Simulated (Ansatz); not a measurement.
The system is SnO.

```
CELL_PARAMETERS angstrom
3.81370 0.00000 0.00000
0.00000 3.81370 0.00000
0.00000 0.00000 4.88691
ATOMIC_POSITIONS crystal
Sn 0.50000 0.00000 0.76463
Sn 0.00000 0.50000 0.23537
O 0.00000 0.00000 0.00000
O 0.50000 0.50000 0.00000
```

The cell is a database's computed one.

Base run:

```yaml
Program: Ansatz 0.2.0
Functional: RPBE
Potentials_or_basis: Ansatz PAW
Cutoff: "420 eV (not typed: the program's choice for these potentials)"
k_mesh: 7 × 7 × 6
Occupations: fermi-dirac, width 0.05 eV
Spin: no spin polarisation
```

Its results: band gap on the k mesh 0.36 eV, indirect (least direct gap 2.09 eV); pressure 6.2 GPa; largest force 0.554 eV/Å.

After a change of settings the same cell gave: band gap on the k mesh 0.59 eV, indirect (least direct gap 2.24 eV); pressure 8.1 GPa; largest force 0.541 eV/Å. Which change was it?
A. functional from RPBE to BLYP
B. functional from RPBE to r2SCAN-EpsX; cutoff from 420 eV (not typed: the program's choice for these potentials) to 500 eV (not typed: the program's choice for these potentials); k mesh from 7 × 7 × 6 to 4 × 4 × 3
C. functional from RPBE to SVWN5
D. functional from RPBE to LDA

A.

Caveats: the k mesh misses the band edges, so the gap on the mesh is wider than the one along the path; spin-orbit coupling is left out, which moves the levels of the heavy elements; the PAW data sets come from PBE, with cores solved anew for the run's functional, which leaves a small shift of forces and pressure.

Runs at the PBE level aren't shown here.
